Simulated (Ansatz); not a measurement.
SiO₂ (P4_32_12): the band gap by level of theory

All numbers come from Ansatz. (Simulation; spin polarisation is off.)

The cell is a 12-atom cell of SiO₂ started from a crystallographic database; cell and atoms were relaxed with r2SCAN. The symmetry is P4_32_12 (No. 96, tetragonal); conventional cell a = 4.979 Å, c = 6.915 Å, 14.29 Å³ an atom. Si has 4 O at 1.61 Å; O has 2 Si at 1.61 Å.

```
Si O
1.0
     4.97918    0.00000    0.00000
     0.00000    4.97918    0.00000
     0.00000    0.00000    6.91496
Si O
4 8
Direct
  0.80246 0.80246 0.50000
  0.69754 0.30246 0.25000
  0.19754 0.19754 0.00000
  0.30246 0.69754 0.75000
  0.26183 0.39074 0.81855
  0.10926 0.76183 0.56855
  0.73817 0.60926 0.31855
  0.89074 0.23817 0.06855
  0.76183 0.10926 0.43145
  0.60926 0.73817 0.68145
  0.23817 0.89074 0.93145
  0.39074 0.26183 0.18145
```

Relaxed lattice by functional, symmetry kept:
```csv
functional,k mesh,a (Å),c (Å),volume (Å³/atom)
PBE,6×6×4,5.084,7.097,15.29
r2SCAN,4×4×4,4.979,6.915,14.29
```

On this one geometry the levels give:
```json
{"level": "PBE", "k mesh": "6×6×4", "gap (eV)": "5.73", "kind": "direct", "edges": "Γ", "least direct gap (eV)": "5.73"}
{"level": "r2SCAN", "k mesh": "6×6×4", "gap (eV)": "6.35", "kind": "direct", "edges": "Γ", "least direct gap (eV)": "6.35"}
{"level": "HSE06", "k mesh": "4×4×2", "gap (eV)": "7.51", "kind": "direct", "edges": "Γ", "least direct gap (eV)": "7.51"}
{"level": "PBE0", "k mesh": "4×4×2", "gap (eV)": "8.28", "kind": "direct", "edges": "Γ", "least direct gap (eV)": "8.28"}
```
PBE: smearing of 0.02 eV; the others have fixed occupations.
Wave cutoffs: 420 eV, 500 eV (r2SCAN).

HSE06 gives a direct gap of 7.51 eV at Γ.

r2SCAN covers 35 % of the step from PBE to HSE06. Among these functionals the gap stays direct.

r2SCAN (ground state on 4×4×4): ε∞: 2.21 along x and y, 2.20 along z. Born charges, averaged over directions: Si +3.33, O -1.67 e. The program notes that the ground state's band table doesn't vouch for all the bands that the response reads.

The meshes of the hybrids are coarse, so their gaps aren't converged to the digits shown.
